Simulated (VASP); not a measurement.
# Bi2Te3 (Tellurobismuthite) (R-3m) in VASP: a series of runs, part 2 of 2

VASP 6.6.1. Earlier steps stand in the parts before.

**4. Relaxation of cell and atoms, PBE**

File INCAR:

```
SYSTEM = Bi2Te3
  PREC = Accurate
  ENCUT = 600
  EDIFF = 1E-6
  ISMEAR = 0
  SIGMA = 0.03
  LREAL = .False.
  LASPH = .True.
  NELM = 80
  ALGO = Normal
  ISIF = 3
  LWAVE = .False.
  LCHARG = .False.
  GGA = PE
  IBRION = 2
  NSW = 90
  EDIFFG = -0.01
  KPAR = 2
```

File KPOINTS:

```
regular mesh
0
Gamma
  7 7 7
  0 0 0
```

File POSCAR:

```
Bi2Te3
1.0
    2.1930000000      1.2661291403     10.1656666667
   -2.1930000000      1.2661291403     10.1656666667
    0.0000000000     -2.5322582807     10.1656666667
Bi Te
2 3
Direct
    0.4000000000      0.4000000000      0.4000000000
    0.6000000000      0.6000000000      0.6000000000
    0.0000000000      0.0000000000      0.0000000000
    0.2095000000      0.2095000000      0.2095000000
    0.7905000000      0.7905000000      0.7905000000
```

Potentials or basis: VASP PAW PBE potentials, release 64 (Bi_d, Te).

Launch:

```sh
cat potpaw_PBE.64/Bi_d/POTCAR potpaw_PBE.64/Te/POTCAR > POTCAR
mpirun -np 2 vasp_std > vasp.out
```

OUTCAR:

```text
SYSTEM = Bi2Te3
   PREC = Accurate
   ENCUT = 600
   EDIFF = 1E-6
   ISMEAR = 0
   LREAL = .False.
   LASPH = .True.
   NELM = 80
   ISIF = 3
   GGA = PE
   IBRION = 2
   NSW = 90
   EDIFFG = -0.01

 ion  position               nearest neighbor table
   1  0.400  0.400  0.400-   5 3.07   5 3.07   5 3.07   3 3.25   3 3.25   3 3.25
   2  0.600  0.600  0.600-   4 3.07   4 3.07   4 3.07   3 3.25   3 3.25   3 3.25
   3  0.000  0.000  0.000-   2 3.25   1 3.25   2 3.25   2 3.25   1 3.25   1 3.25
   4  0.209  0.209  0.209-   2 3.07   2 3.07   2 3.07   5 3.64   5 3.64   5 3.64
   5  0.791  0.791  0.791-   1 3.07   1 3.07   1 3.07   4 3.64   4 3.64   4 3.64

  LATTYP: Found a trigonal (rhomboedric) cell.
 ALAT       =    10.4763118882
 COS(alpha) =     0.9123624111

  Lattice vectors:

 A1 = (   2.1930000000,   1.2661291403,  10.1656666667)
 A2 = (  -2.1930000000,   1.2661291403,  10.1656666667)
[... 389 lines left out ...]

  energy without entropy =      -18.39861889  energy(sigma->0) =      -18.39861889

 E-fermi :   5.3663     XC(G=0):  -8.9794

 val. band max:        5.1847616051   @ k =   0.0000   0.0000   0.0000
 cond. band min:       5.6404485663   @ k =   0.0000   0.0000   0.0000
 fundamental gap:      0.4556869612
 Fermi energy:         5.3662564860

 k-point     1 :       0.0000    0.0000    0.0000
  band No.  band energies     occupation
      1     -17.7992      2.00000
      2     -17.7992      2.00000
      3     -17.7981      2.00000
      4     -17.7981      2.00000
      5     -17.7940      2.00000
      6     -17.7929      2.00000
[... 733 lines left out ...]
     27       7.1550      0.00000
     28       7.6008      0.00000

 [... further k-points ...]

------------------------ aborting loop because EDIFF is reached ----------------------------------------

  FORCE on cell =-STRESS in cart. coord.  units (eV):
  Direction    XX          YY          ZZ          XY          YZ          ZX
  --------------------------------------------------------------------------------------
  -------------------------------------------------------------------------------------
  Total       -0.0244913     -0.0244913     -0.0174051      0.0000000      0.0000000      0.0000000
  in kB       -0.2160719     -0.2160719     -0.1535551      0.0000000      0.0000000      0.0000000
  external PRESSURE =      -0.1952330 kB  Pullay stress =       0.0000000 kB
[... 20 lines left out ...]
  FREE ENERGIE OF THE ION-ELECTRON SYSTEM (eV)
  ---------------------------------------------------
  free  energy   TOTEN  =       -18.3986188875 eV

  energy  without entropy=      -18.3986188875  energy(sigma->0) =      -18.39861889

 reached required accuracy - stopping structural energy minimisation
```

It took 68 min on 2 MPI ranks of Intel Xeon 6975P-C (Granite Rapids), shared host; peak memory 1.2 GiB.

Results:

- Free energy: -18.3986 eV
- Relaxed volume: 36.32 Å³/atom
- Relaxed cell: a = 10.895 Å, b = 10.895 Å, c = 10.895 Å, α = 23.57°, β = 23.57°, γ = 23.57°
- Space group after relaxing (to 0.05 Å): R-3m (No. 166)
- Energy gained by relaxing: 12.6 meV/atom
- Ionic steps: 15
- Pressure after relaxing: 0.0 GPa
- Largest force after relaxing: 0.008 eV/Å
- Band gap on the k mesh: 0.46 eV, direct

Forces on the atoms (eV/Å):
```
Bi   0.000  0.000 -0.008
Bi   0.000  0.000  0.008
Te   0.000  0.000  0.000
Te   0.000  0.000  0.002
Te   0.000  0.000 -0.002
```

The path:
```
step  energy change (eV)  largest force (eV/Å)  pressure (GPa)  volume (Å³)
   1              0.0000                0.0289            1.91       169.36
   2             -0.0278                0.3484           -0.90       179.43
   3             -0.0376                0.2441           -0.01       175.89
   4             -0.0432                0.1749           -0.01       176.39
   5             -0.0469                0.1011            0.02       177.19
   6             -0.0487                0.0892            0.02       177.44
   7             -0.0533                0.0562           -0.06       178.18
   8             -0.0587                0.0532           -0.12       179.68
   9             -0.0574                0.1575           -0.19       182.68
  10             -0.0599                0.0811           -0.16       181.01
  11             -0.0613                0.0442            0.11       180.46
  12             -0.0613                0.0401            0.13       180.41
  13             -0.0623                0.0183            0.07       180.95
  14             -0.0628                0.0145           -0.03       181.75
  15             -0.0628                0.0082           -0.02       181.60
```

Final structure:
```
Bi Te
1.0
     2.22515    1.28469   10.58803
    -2.22515    1.28469   10.58803
     0.00000   -2.56938   10.58803
Bi Te
2 3
Direct
  0.39797 0.39797 0.39797
  0.60203 0.60203 0.60203
  0.00000 0.00000 0.00000
  0.21449 0.21449 0.21449
  0.78551 0.78551 0.78551
```

Caveat: spin-orbit coupling is left out, which as a rule narrows the gap of such compounds by several tenths of an eV; an odd mesh through Γ misses points on the zone boundary, where band edges often lie. PBE usually gives volumes a little too large and moduli too small.

**5. Relaxation of cell and atoms, PBE**

This run uses another cell than the first one, of 36.32 Å³/atom, 1.072 times its volume.

Changes to INCAR since step 4:

```diff
@@ -3,3 +3,3 @@
   ENCUT = 600
-  EDIFF = 1E-6
+  EDIFF = 1E-7
   ISMEAR = 0
@@ -16,3 +16,3 @@
   NSW = 90
-  EDIFFG = -0.01
+  EDIFFG = -0.005
   KPAR = 2
```

KPOINTS is that of step 4.

File POSCAR:

```
Bi2Te3                                  
1.0
    2.2251488847      1.2846903075     10.5880270636
   -2.2251488847      1.2846903075     10.5880270636
    0.0000000000     -2.5693806152     10.5880270636
  Bi              Te            
     2     3
Direct
     0.3979722740580187    0.3979722740580187    0.3979722740580185
     0.6020277259419816    0.6020277259419816    0.6020277259419816
     0.0000000000000000    0.0000000000000000    0.0000000000000000
     0.2144917540863241    0.2144917540863241    0.2144917540863238
     0.7855082459136759    0.7855082459136759    0.7855082459136763
```

Launch:

```sh
cat potpaw_PBE.64/Bi_d/POTCAR potpaw_PBE.64/Te/POTCAR > POTCAR
mpirun -np 2 vasp_std > vasp.out
```

Wall time 20 min (2 MPI ranks of Intel Xeon 6975P-C (Granite Rapids), shared host); peak memory 1.6 GiB.

The run converged. Its results:

```yaml
Free_energy: -18.4000 eV
Relaxed_volume: 36.31 Å³/atom
Relaxed_cell: a = 10.896 Å, b = 10.896 Å, c = 10.896 Å, α = 23.56°, β = 23.56°, γ = 23.56°
Space_group_after_relaxing_to_0.05_Å: R-3m (No. 166)
Energy_gained_by_relaxing: 0.0 meV/atom
Ionic_steps: 3
Pressure_after_relaxing: 0.0 GPa
Largest_force_after_relaxing: 0.005 eV/Å
Band_gap_on_the_k_mesh: 0.46 eV, direct
```

Forces in eV/Å, atoms in the order of the input:
```
Bi   0.000  0.000 -0.005
Bi   0.000  0.000  0.005
Te   0.000  0.000  0.000
Te   0.000  0.000  0.003
Te   0.000  0.000 -0.003
```

Final structure:
```yaml
crystal:
  lattice:
    - [2.22470, 1.28443, 10.58847]
    - [-2.22470, 1.28443, 10.58847]
    - [0.00000, -2.56886, 10.58847]
  atoms:
    - { symbol: Bi, position: [0.39795, 0.39795, 0.39795] }
    - { symbol: Bi, position: [0.60205, 0.60205, 0.60205] }
    - { symbol: Te, position: [0.00000, 0.00000, 0.00000] }
    - { symbol: Te, position: [0.21450, 0.21450, 0.21450] }
    - { symbol: Te, position: [0.78550, 0.78550, 0.78550] }
```

Levels at points of the mesh, in eV from the valence-band top:
```csv
k point,band 20,band 21,band 22,band 23,band 24,band 25,band 26,band 27,band 28
"(0.00, 0.00, 0.00)",-1.35,-1.35,-0.65,-0.65,0.00,0.46,1.02,1.02,2.01
```

Caveat: spin-orbit coupling is left out, which as a rule narrows the gap of such compounds by several tenths of an eV; an odd mesh through Γ misses points on the zone boundary, where band edges often lie.

**6. Relaxation of cell and atoms, PBE**

File INCAR:

```
PREC     = Accurate       # precision mode
ENCUT    = 300            # plane-wave cutoff, eV
EDIFF    = 1E-6           # SCF threshold, eV
ISMEAR   = 0              # smearing method
SIGMA    = 0.03           # smearing width, eV
LREAL    = F              # projectors in reciprocal space
LASPH    = T              # aspherical terms in the spheres
NELM     = 80             # most SCF steps
ALGO     = Normal         # electronic algorithm
ISIF     = 3              # what is computed and relaxed
LWAVE    = F              # write WAVECAR
LCHARG   = F              # write CHGCAR
GGA      = PE             # functional
IBRION   = 2              # ionic algorithm
NSW      = 90             # ionic steps
EDIFFG   = -0.01          # ionic threshold
```

File KPOINTS:

```
regular mesh
0
Gamma
  4 4 4
```

File POSCAR:

```
Bi2Te3
1.0
    2.1930000000      1.2661291403     10.1656666667
   -2.1930000000      1.2661291403     10.1656666667
    0.0000000000     -2.5322582807     10.1656666667
Bi Te
2 3
Direct
    0.4000000000      0.4000000000      0.4000000000
    0.6000000000      0.6000000000      0.6000000000
    0.0000000000      0.0000000000      0.0000000000
    0.2095000000      0.2095000000      0.2095000000
    0.7905000000      0.7905000000      0.7905000000
```

Potentials or basis: VASP PAW PBE potentials, release 64 (Bi, Te).

Launch:

```sh
cat potpaw_PBE.64/Bi/POTCAR potpaw_PBE.64/Te/POTCAR > POTCAR
mpirun -np 1 vasp_std > vasp.out
```

Run time: 25 min. Hardware: 1 thread of Intel Xeon Platinum 8259CL at 2.50GHz (Skylake/Cascade Lake), shared host; peak memory 0.53 GiB.

Results (log left out):

```
Free energy                            : -18.3886 eV
Relaxed volume                         : 36.50 Å³/atom
Relaxed cell                           : a = 10.966 Å, b = 10.966 Å, c = 10.966 Å, α = 23.39°, β = 23.39°, γ = 23.39°
Space group after relaxing (to 0.05 Å) : R-3m (No. 166)
Energy gained by relaxing              : 13.5 meV/atom
Ionic steps                            : 31
Pressure after relaxing                : 0.0 GPa
Largest force after relaxing           : 0.005 eV/Å
Band gap on the k mesh                 : 0.52 eV, direct
```

Forces on the atoms (eV/Å):
```
Bi   0.000  0.000  0.004
Bi   0.000  0.000 -0.004
Te   0.000  0.000  0.000
Te   0.000  0.000  0.005
Te   0.000  0.000 -0.005
```

Step by step:
```csv
step,energy change (eV),largest force (eV/Å),pressure (GPa),volume (Å³)
1,0.0000,0.0441,1.86,169.36
2,-0.0262,0.3504,-0.90,179.16
3,-0.0357,0.2497,-0.02,175.70
4,-0.0413,0.1813,-0.01,176.17
5,-0.0453,0.1290,0.02,177.00
6,-0.0480,0.1107,-0.01,177.34
7,-0.0546,0.0594,-0.10,178.38
8,-0.0611,0.0693,-0.22,180.45
9,-0.0634,0.0246,0.12,179.61
10,-0.0635,0.0183,0.19,179.43
11,-0.0651,0.0042,0.17,179.88
12,-0.0663,0.0185,0.15,180.55
13,-0.0663,0.0234,0.14,180.70
14,-0.0665,0.0486,-0.14,181.91
15,-0.0667,0.0293,-0.02,181.38
16,-0.0669,0.0205,-0.01,181.44
17,-0.0670,0.0147,0.00,181.52
18,-0.0670,0.0094,0.01,181.53
19,-0.0672,0.0123,0.03,181.56
20,-0.0672,0.0161,0.01,181.71
21,-0.0673,0.0266,-0.07,182.18
22,-0.0674,0.0257,-0.06,182.21
23,-0.0674,0.0229,-0.06,182.28
24,-0.0675,0.0176,-0.05,182.44
25,-0.0676,0.0200,-0.04,182.75
26,-0.0676,0.0155,-0.04,182.67
27,-0.0676,0.0158,-0.02,182.56
28,-0.0676,0.0162,0.03,182.41
29,-0.0676,0.0160,0.03,182.44
30,-0.0677,0.0112,0.03,182.46
31,-0.0677,0.0045,0.01,182.51
```

Final structure:
```yaml
crystal:
  lattice:
    - [2.22301, 1.28346, 10.66154]
    - [-2.22301, 1.28346, 10.66154]
    - [0.00000, -2.56692, 10.66154]
  atoms:
    - { symbol: Bi, position: [0.39713, 0.39713, 0.39713] }
    - { symbol: Bi, position: [0.60287, 0.60287, 0.60287] }
    - { symbol: Te, position: [0.00000, 0.00000, 0.00000] }
    - { symbol: Te, position: [0.21570, 0.21570, 0.21570] }
    - { symbol: Te, position: [0.78430, 0.78430, 0.78430] }
```

Levels at points of the mesh, in eV from the valence-band top:
```
           k point  band 12  band 13  band 14  band 15  band 16  band 17
(0.00, 0.00, 0.00)    -0.61    -0.61     0.00     0.52     1.09     1.09
(0.50, 0.00, 0.00)    -1.67    -0.70    -0.47     0.92     1.64     2.72
(0.50, 0.50, 0.00)    -1.44    -0.98    -0.84     1.43     1.55     2.17
(0.50, 0.50, 0.50)    -0.73    -0.73    -0.26     0.79     1.32     1.32
```

Caveat: spin-orbit coupling is left out, which as a rule narrows the gap of such compounds by several tenths of an eV.

**7. Overview**

```csv
level,potentials or basis,k mesh,cutoff (eV),gap on the mesh (eV),pressure (GPa),relaxed volume (Å³/atom)
PBEsol,"VASP PAW PBE potentials, release 64 (Bi_d, Te)",7 × 7 × 7,600,0.20,0.0,-
PBE,"VASP PAW PBE potentials, release 64 (Bi_d, Te)",7 × 7 × 7,600,0.46,0.0,36.31
PBE,"VASP PAW PBE potentials, release 64 (Bi, Te)",4 × 4 × 4,300,0.52,0.0,36.50
```

Alike in all rows: task relaxation of cell and atoms; no spin polarisation; cell relaxed; smearing gaussian 0.03 eV.

Caveats: spin-orbit coupling is left out, which as a rule narrows the gap of such compounds by several tenths of an eV; an odd mesh through Γ misses points on the zone boundary, where band edges often lie (some runs); the relaxation stopped at its first step, so nothing moved (some runs); the PAW data sets were made with another functional, which shifts forces and pressure a little (some runs).

Absolute energies hang on the potentials; compare differences alone.
